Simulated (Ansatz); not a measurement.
**HgTe (Coloradoite) under changes of volume**

One of the cells (33.215 Å³/atom); the others are scaled copies at fixed shape and fractional positions:

```xyz
2
Lattice="0.0000 3.2145 3.2145 3.2145 0.0000 3.2145 3.2145 3.2145 0.0000" Properties=species:S:1:pos:R:3 pbc="T T T"
Hg    0.0000    0.0000    0.0000
Te    4.8217    4.8217    4.8217
```

| Property | Result |
| --- | --- |
| Program | Ansatz 0.2.0 |
| Functional | PBE |
| Potentials or basis | PseudoDojo standard (PBE files) |
| Cutoff | 1120 eV |
| Density cutoff | 4480 eV |
| k mesh | 7 × 7 × 7 |
| Occupations | fermi-dirac, width 0.05 eV |
| Spin | no spin polarisation |

```tsv
volume (Å³/atom)	energy over the lowest point (meV/atom)	pressure (GPa)
31.223	?	?
31.887	84.08	7.0
32.551	57.89	5.7
33.215	36.91	4.5
33.880	20.59	3.4
34.544	8.43	2.5
35.208	0.00	1.6
```

Problem. What does the run at 31.223 Å³/atom give?

Solution. Energy over the lowest point 116.12 meV/atom; pressure 8.5 GPa.

Worked out: A Birch-Murnaghan fit of order 3 (a polynomial in V^(-2/3)) to the other rows has no minimum within the range. It gives 116.13 meV/atom at 31.223 Å³/atom, against the run's 116.12, and -dE/dV = 8.5 GPa, against 8.5.

Energies are extrapolated to zero smearing.
